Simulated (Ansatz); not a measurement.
## HfC: what symmetry allows forces and stress to be

```yaml
crystal:
  lattice:
    - [3.28868, 0.00324, 0.00000]
    - [-1.64153, 2.80601, 0.00000]
    - [0.00000, 0.00000, 5.23809]
  atoms:
    - { symbol: Hf, position: [0.65980, 0.34236, 0.75000] }
    - { symbol: Hf, position: [0.38710, 0.70453, 0.25000] }
    - { symbol: C, position: [0.97655, 0.97656, 0.00037] }
    - { symbol: C, position: [0.97655, 0.97656, 0.49963] }
```

Method: Ansatz, DFT PBE, scalar-relativistic, plane waves, PAW.

Settings: cutoff 420 eV, Γ-centred mesh 14×14×8 on the computed 4-atom cell, Gaussian smearing of 0.10 eV; no spin polarisation.

This distorted cell has space group Pm, with 2 operations.

Task: Without a calculation: in which directions can each atom feel a force?

Result: A force must be left unchanged by every operation that keeps its atom in place, so it lies in the space that those operations leave fixed. Atoms that the group maps onto each other feel forces of one size.
```json
{"atom": "Hf1", "site symmetry": "m", "operations at the site": "2", "equivalent to atom": "1", "allowed force (Cartesian)": "in the plane normal to (0.00, 0.00, 1.00)"}
{"atom": "Hf2", "site symmetry": "m", "operations at the site": "2", "equivalent to atom": "2", "allowed force (Cartesian)": "in the plane normal to (0.00, 0.00, 1.00)"}
{"atom": "C3", "site symmetry": "1", "operations at the site": "1", "equivalent to atom": "3", "allowed force (Cartesian)": "any direction"}
{"atom": "C4", "site symmetry": "1", "operations at the site": "1", "equivalent to atom": "3", "allowed force (Cartesian)": "any direction"}
```

That leaves 7 independent force components of 12, tied by 2 conditions that the forces sum to zero, so 5 remain. A relaxation in this cell that keeps the symmetry moves the atoms in these directions alone.

Task: And the stress tensor?

Result: It must be invariant under the point group, which leaves 4 independent components: yz, xz vanish.

Task: Do the computed values obey this?

Result: Yes. Forces (eV/Å):
```
Hf1 -0.061 -1.689  0.000
Hf2 -3.048 -2.794  0.000
C3   1.555  2.241 -0.364
C4   1.555  2.241  0.364
```

Stress (GPa, compression positive, xx yy zz yz xz xy): 12.40 14.94 13.77 0.00 0.00 0.57. The program imposes the same operations on density, forces and stress, so this confirms the analysis and is no independent test of the calculation.

Spin–orbit coupling is left out, which can shift energies with elements as heavy as these.

This form isn't the usual stable structure of the compound.